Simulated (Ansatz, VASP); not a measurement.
Given: the input of a run of Ansatz 0.2.0 on Al.

The input input.yaml:

```yaml
crystal:
  lattice:
    - [-0.02024805, 2.024805, 2.024805]
    - [2.024805, -0.02024805, 2.024805]
    - [2.00455695, 2.00455695, 0.0]
  atoms:
    - { symbol: Al, position: [0.0, 0.0, 0.0] }
kpoints:
  mp_grid: { grid: [11, 11, 11] }
scf:
  occupations: { method: fermi_dirac, width: 0.05 }
hamiltonian:
  xc: pbesol
  pseudopotentials: { kind: all_electron, lapw: { basis_error: 0.001 } }
output:
  forces: true
  stress: true
  eigenvalues: true
```

Potentials or basis: all-electron LAPW, scalar-relativistic.

Command:

```bash
$ ansatz run input.yaml --threads 1 --pin off --max-ram 3072MiB --backend cpu --events-out ev --progress --plain --runs-dir out
```

Q: Set up the same calculation for VASP 6.6.1. Potentials there: VASP PAW PBE potentials, release 64 (Al).

A: As run (the cutoff follows the program's own potentials):

INCAR

```
PREC = Accurate
ENCUT = 520
EDIFF = 1E-6
ISMEAR = -1
SIGMA = 0.05
LREAL = F
LASPH = T
NELM = 100
ALGO = Fast
ISIF = 2
LWAVE = F
LCHARG = F
GGA = PS
NBANDS = 8
```

Contents of KPOINTS:

```
regular mesh
0
Gamma
  11 11 11
```

File POSCAR:

```
Al
1.0
   -0.0202480500      2.0248050000      2.0248050000
    2.0248050000     -0.0202480500      2.0248050000
    2.0045569500      2.0045569500      0.0000000000
Al
1
Direct
    0.0000000000      0.0000000000      0.0000000000
```

Potentials or basis: VASP PAW PBE potentials, release 64 (Al).

Run with:

```console
$ cat potpaw_PBE.64/Al/POTCAR > POTCAR
$ mpirun -np 1 vasp_std > vasp.out
```

Both were run:

|  | VASP | Ansatz | Ansatz less VASP |
| --- | --- | --- | --- |
| gap on the k mesh at the Fermi level (eV) | none | none | - |
| pressure (GPa) | -1.8 | -1.9 | -0.05 |
| largest component of the traceless stress (GPa) | 0.31 | 0.30 | -0.006 |

A gap of «none» marks a metal or a gap that the smearing closes. Ansatz ran all-electron here, so the differences hold the error of VASP's frozen core and of both bases.

Caveats: the PAW data sets were made with another functional, which shifts forces and pressure a little (VASP).
